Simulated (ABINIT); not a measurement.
Crystal: PbS (Galena).

```
CELL_PARAMETERS angstrom
0.00000 2.96575 2.96575
2.96575 0.00000 2.96575
2.96575 2.96575 0.00000
ATOMIC_POSITIONS crystal
Pb 0.00000 0.00000 0.00000
S 0.50000 0.50000 0.50000
```

| Property | Result |
| --- | --- |
| Program | ABINIT 10.8.3 (patched build) |
| Task | relaxation of cell and atoms |
| Functional | PBE |
| Potentials or basis | JTH PAW PBE v2.0 |
| Cutoff | 599 eV |
| k mesh | 6 × 6 × 6 |
| Occupations | fermi-dirac, width 0.05 eV |
| Spin | no spin polarisation |

At the start: pressure 2.3 GPa; volume 26.09 Å³/atom.

How do energy, volume and symmetry change on relaxing?

Over 4 steps the energy falls by 7.2 meV/atom and the volume is 27.14 Å³/atom (+4.0 %); space group Fm-3m (No. 225, to 0.05 Å).

The path:
```tsv
step	energy change (eV)	largest force (eV/Å)	pressure (GPa)	volume (Å³)
1	0.0000	0.0000	2.26	52.17
2	-0.0046	0.0000	1.84	52.53
3	-0.0143	0.0000	0.08	54.19
4	-0.0143	0.0000	0.00	54.27
```

Final structure:
```cif
data_structure
_symmetry_space_group_name_H-M 'P 1'
_symmetry_Int_Tables_number 1
_cell_length_a 4.2497
_cell_length_b 4.2497
_cell_length_c 4.2497
_cell_angle_alpha 60.000
_cell_angle_beta 60.000
_cell_angle_gamma 60.000
_cell_volume 54.27
loop_
_atom_site_label
_atom_site_type_symbol
_atom_site_fract_x
_atom_site_fract_y
_atom_site_fract_z
_atom_site_occupancy
Pb1 Pb 0.00000 0.00000 0.00000 1
S1 S 0.50000 0.50000 0.50000 1
```
